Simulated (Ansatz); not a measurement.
BP:

```
P B
1.0
     0.00000    2.26900    2.26900
     2.26900    0.00000    2.26900
     2.26900    2.26900    0.00000
P B
1 1
Cartesian
  3.4035 3.4035 3.4035
  0.0000 0.0000 0.0000
```

* Program: Ansatz 0.2.0
* Task: relaxation of cell and atoms
* Functional: BLYP
* Dispersion: D3(BJ)
* Potentials or basis: Ansatz PAW
* Cutoff: 420 eV (not typed: the program's choice for these potentials)
* k mesh: 10 × 10 × 10
* Occupations: fermi-dirac, width 0.05 eV
* Spin: no spin polarisation

At the start: volume 11.68 Å³/atom.

Question: How do energy, volume and symmetry change on relaxing?

Answer: It ends after 4 steps and the volume is 11.43 Å³/atom (-2.1 %); space group F-43m (No. 216, to 0.05 Å).

Step by step:
| step | energy change (eV) | largest force (eV/Å) | volume (Å³) |
| --- | --- | --- | --- |
| 1 | 0.0000 | 0.0000 | 23.36 |
| 2 | -0.0045 | 0.0000 | 23.10 |
| 3 | -0.0058 | 0.0000 | 22.86 |
| 4 | -0.0054 | 0.0000 | 22.86 |

Final structure:
```
CELL_PARAMETERS angstrom
0.00000 2.25272 2.25272
2.25272 0.00000 2.25272
2.25272 2.25272 0.00000
ATOMIC_POSITIONS crystal
P 0.75000 0.75000 0.75000
B 0.00000 0.00000 0.00000
```

Caveat: the plane-wave basis is chosen anew once the cell has moved, so the energies of steps on either side of that aren't comparable; the PAW data sets come from PBE, with cores solved anew for the run's functional, which leaves a small shift of forces and pressure.
